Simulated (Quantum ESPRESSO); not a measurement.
A run of Quantum ESPRESSO 7.5 is set up as follows.

The input pw.in:

```
&CONTROL
  calculation = 'scf'
  prefix = 'pwscf'
  outdir = './tmp'
  pseudo_dir = './pseudo'
  tprnfor = .true.
  tstress = .true.
  disk_io = 'low'
/
&SYSTEM
  ibrav = 0
  nat = 2
  ntyp = 2
  ecutwfc = 45
  ecutrho = 360
  nbnd = 15
  occupations = 'smearing'
  smearing = 'fd'
  degauss = 0.00367493
/
&ELECTRONS
  conv_thr = 4d-10
  electron_maxstep = 120
  mixing_beta = 0.5
/
ATOMIC_SPECIES
Hg   200.5920 hg_pbesol_v1.uspp.F.UPF
Te   127.6000 te_pbesol_v1.uspp.F.UPF
CELL_PARAMETERS angstrom
   0.0000000000    3.2145000000    3.2145000000
   3.2145000000    0.0000000000    3.2145000000
   3.2145000000    3.2145000000    0.0000000000
ATOMIC_POSITIONS angstrom
Hg     0.0000000000    0.0000000000    0.0000000000
Te     4.8217500000    4.8217500000    4.8217500000
K_POINTS automatic
7 7 7 0 0 0
```

File bands.in:

```
&CONTROL
  calculation = 'bands'
  prefix = 'pwscf'
  outdir = './tmp'
  pseudo_dir = './pseudo'
  disk_io = 'low'
  verbosity = 'high'
/
&SYSTEM
  ibrav = 0
  nat = 2
  ntyp = 2
  ecutwfc = 45
  ecutrho = 360
  nbnd = 15
  occupations = 'smearing'
  smearing = 'fd'
  degauss = 0.00367493
/
&ELECTRONS
  conv_thr = 1d-08
  electron_maxstep = 120
  mixing_beta = 0.5
  diago_full_acc = .true.
/
ATOMIC_SPECIES
Hg   200.5920 hg_pbesol_v1.uspp.F.UPF
Te   127.6000 te_pbesol_v1.uspp.F.UPF
CELL_PARAMETERS angstrom
   0.0000000000    3.2145000000    3.2145000000
   3.2145000000    0.0000000000    3.2145000000
   3.2145000000    3.2145000000    0.0000000000
ATOMIC_POSITIONS angstrom
Hg     0.0000000000    0.0000000000    0.0000000000
Te     4.8217500000    4.8217500000    4.8217500000
K_POINTS crystal
60
 0.0000000000  0.0000000000  0.0000000000 1
 0.0625000000  0.0000000000  0.0625000000 1
 0.1250000000  0.0000000000  0.1250000000 1
 0.1875000000  0.0000000000  0.1875000000 1
 0.2500000000  0.0000000000  0.2500000000 1
 0.3125000000  0.0000000000  0.3125000000 1
 0.3750000000  0.0000000000  0.3750000000 1
 0.4375000000  0.0000000000  0.4375000000 1
 0.5000000000  0.0000000000  0.5000000000 1
 0.5000000000  0.0625000000  0.5625000000 1
 0.5000000000  0.1250000000  0.6250000000 1
 0.5000000000  0.1875000000  0.6875000000 1
 0.5000000000  0.2500000000  0.7500000000 1
 0.4375000000  0.3125000000  0.7500000000 1
 0.3750000000  0.3750000000  0.7500000000 1
 0.3375000000  0.3375000000  0.6750000000 1
 0.3000000000  0.3000000000  0.6000000000 1
 0.2625000000  0.2625000000  0.5250000000 1
 0.2250000000  0.2250000000  0.4500000000 1
 0.1875000000  0.1875000000  0.3750000000 1
 0.1500000000  0.1500000000  0.3000000000 1
 0.1125000000  0.1125000000  0.2250000000 1
 0.0750000000  0.0750000000  0.1500000000 1
 0.0375000000  0.0375000000  0.0750000000 1
 0.0000000000  0.0000000000  0.0000000000 1
 0.0625000000  0.0625000000  0.0625000000 1
 0.1250000000  0.1250000000  0.1250000000 1
 0.1875000000  0.1875000000  0.1875000000 1
 0.2500000000  0.2500000000  0.2500000000 1
 0.3125000000  0.3125000000  0.3125000000 1
 0.3750000000  0.3750000000  0.3750000000 1
 0.4375000000  0.4375000000  0.4375000000 1
 0.5000000000  0.5000000000  0.5000000000 1
 0.5250000000  0.4500000000  0.5250000000 1
 0.5500000000  0.4000000000  0.5500000000 1
 0.5750000000  0.3500000000  0.5750000000 1
 0.6000000000  0.3000000000  0.6000000000 1
 0.6250000000  0.2500000000  0.6250000000 1
 0.5833333333  0.2500000000  0.6666666667 1
 0.5416666667  0.2500000000  0.7083333333 1
 0.5000000000  0.2500000000  0.7500000000 1
 0.5000000000  0.2857142857  0.7142857143 1
 0.5000000000  0.3214285714  0.6785714286 1
 0.5000000000  0.3571428571  0.6428571429 1
 0.5000000000  0.3928571429  0.6071428571 1
 0.5000000000  0.4285714286  0.5714285714 1
 0.5000000000  0.4642857143  0.5357142857 1
 0.5000000000  0.5000000000  0.5000000000 1
 0.4821428571  0.4821428571  0.5357142857 1
 0.4642857143  0.4642857143  0.5714285714 1
 0.4464285714  0.4464285714  0.6071428571 1
 0.4285714286  0.4285714286  0.6428571429 1
 0.4107142857  0.4107142857  0.6785714286 1
 0.3928571429  0.3928571429  0.7142857143 1
 0.3750000000  0.3750000000  0.7500000000 1
 0.6250000000  0.2500000000  0.6250000000 1
 0.5937500000  0.1875000000  0.5937500000 1
 0.5625000000  0.1250000000  0.5625000000 1
 0.5312500000  0.0625000000  0.5312500000 1
 0.5000000000  0.0000000000  0.5000000000 1
```

Potentials or basis: GBRV 1.5 PBEsol.

Run with:

```sh
$ OMP_NUM_THREADS=1 pw.x -in pw.in > pw.out
$ OMP_NUM_THREADS=1 pw.x -in bands.in > bands.out
```

Question: What does it give for the pressure?

Answer: 2.2 GPa.

Question: Estimate the band gap on the k mesh.

Answer: None (metal or under the smearing width).

Levels at the corners of the path, in eV from the Fermi level:
```csv
point,band 6,band 7,band 8,band 9,band 10,band 11,band 12,band 13
Γ,-6.93,-0.83,-0.04,-0.04,-0.04,4.07,4.07,4.07
X,-6.46,-5.63,-2.41,-2.41,1.76,2.28,8.09,8.94
W,-6.27,-5.73,-2.84,-2.69,3.05,4.47,5.21,5.99
K,-6.37,-5.66,-3.09,-2.01,2.11,3.88,6.91,7.13
Γ,-6.93,-0.83,-0.04,-0.04,-0.04,4.07,4.07,4.07
L,-6.61,-5.71,-1.08,-1.08,0.56,4.90,4.90,6.74
U,-6.37,-5.66,-3.09,-2.01,2.11,3.88,6.91,7.13
W,-6.27,-5.73,-2.84,-2.69,3.05,4.47,5.21,5.99
L,-6.61,-5.71,-1.08,-1.08,0.56,4.90,4.90,6.74
K,-6.37,-5.66,-3.09,-2.01,2.11,3.88,6.91,7.13
U,-6.37,-5.66,-3.09,-2.01,2.11,3.88,6.91,7.13
X,-6.46,-5.63,-2.41,-2.41,1.76,2.28,8.09,8.94
```

Caveat: spin-orbit coupling is left out, which moves the levels of the heavy elements.
